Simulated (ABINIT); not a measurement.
Crystal: Ti.

```
Ti
1.0
    -1.64100    1.64100    1.64100
     1.64100   -1.64100    1.64100
     1.64100    1.64100   -1.64100
Ti
1
Direct
  0.00000 0.00000 0.00000
```

This isn't the form of Ti at room conditions, which is hcp.

* Program: ABINIT 10.8.3 (patched build)
* Task: single point
* Functional: PBEsol
* Potentials or basis: PseudoDojo NC SR PBEsol v0.4.1 standard
* Cutoff: 1143 eV
* k mesh: 11 × 11 × 11
* Occupations: fermi-dirac, width 0.05 eV
* Spin: no spin polarisation

On this cell: pressure -6.7 GPa; band gap on the k mesh none (metal or under the smearing width).

The same run follows on a disturbed copy (cell strained at random at fixed volume):

```
Ti
1.0
    -1.66514    1.66141    1.59911
     1.68039   -1.70507    1.65802
     1.60454    1.64447   -1.64278
Ti
1
Cartesian
  0.0349 -0.0129 -0.0109
```

Task: What does the disturbed cell give?

Result: The energy (extrapolated to zero smearing) moves by +2.4 meV/atom; pressure -6.7 GPa; band gap on the k mesh none (metal or under the smearing width).

Stress tensor (GPa, compression positive):
```
-6.65  1.23 -0.58
 1.23 -6.27  0.93
-0.58  0.93 -7.08
```
